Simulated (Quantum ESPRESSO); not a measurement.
Runs of Quantum ESPRESSO 7.5 on AlN. The structure is cubic, space group F-43m (No. 216). Conventional cell: a = 4.368 Å, b = 4.368 Å, c = 4.368 Å, α = 90.00°, β = 90.00°, γ = 90.00°. Around Al (site symmetry -43m) lie 4 N at 1.89 Å. N (site symmetry -43m) is surrounded by 4 Al at 1.89 Å. Measurements of this composition are mostly on another form, of space group No. 186.

```tsv
level	potentials or basis	V0 of scaled cells (Å³/atom)	B0 (GPa)
BLYP+D4	PseudoDojo 0.4.1 SR PBE standard	10.40	197
RPBE+D4	PseudoDojo 0.4.1 SR PBE standard	(a)	215
BP86+D4	PseudoDojo 0.4.1 SR PBE standard	10.29	206
PW86PBE+D4	PseudoDojo 0.4.1 SR PBE standard	(b)	188
revPBE+D4	PseudoDojo 0.4.1 SR PBE standard	10.15	215
PBE+D4	PseudoDojo 0.4.1 SR PBE standard	10.40	201
PW91+D4	PseudoDojo 0.4.1 SR PBE standard	10.45	199
PBEsol+D4	PseudoDojo 0.4.1 SR PBEsol standard	10.34	206
```

Alike in all rows: task equation of state; no spin polarisation; cell as given; k mesh 10 × 10 × 10; cutoff (eV) 1143; smearing fermi-dirac 0.05 eV.

Q: Fill in the values left out.

A: (a) 10.12; (b) 10.59.

Caveats: the potentials were made for another functional, which shifts forces and pressure (some runs).
